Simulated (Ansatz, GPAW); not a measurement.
## Ir: programs and potentials compared

```
Ir
1.0
     0.00000    1.91560    1.91560
     1.91560    0.00000    1.91560
     1.91560    1.91560    0.00000
Ir
1
Direct
  0.00000 0.00000 0.00000
```

Alike in all runs: task band structure; functional BLYP; k mesh 12 × 12 × 12; occupations fermi-dirac, width 0.05 eV; no spin polarisation; no spin-orbit coupling. Pressure is positive in compression and, in plane waves, holds the error of the finite cutoff, which Ansatz's Pulay term estimates and takes out.

| program and potentials | plane-wave cutoff (eV) | notes | pressure (GPa) |
| --- | --- | --- | --- |
| Ansatz, Ansatz PAW | 420 | potentials made for PBE, which Ansatz adapts in part; 17 valence electrons an atom on average; Pulay term of +0.07 GPa included | 28.78 |
| Ansatz, all-electron LAPW, scalar-relativistic | - | - | 28.74 |
| GPAW, PAW data sets generated for this functional | 600 | 15 valence electrons an atom on average | 26.08 |

The pressure spans 26.08 (GPAW, PAW data sets generated for this functional) to 28.78 GPa (Ansatz, Ansatz PAW), with all-electron results at 28.74. Some sets were made for another functional than the one run, which can shift their rows. The cell lies far from this level's equilibrium.

Differences between rows come from potentials, basis sets and numerical settings, since the functional is the same but for its coding. Runs on potential files found faulty are left out.
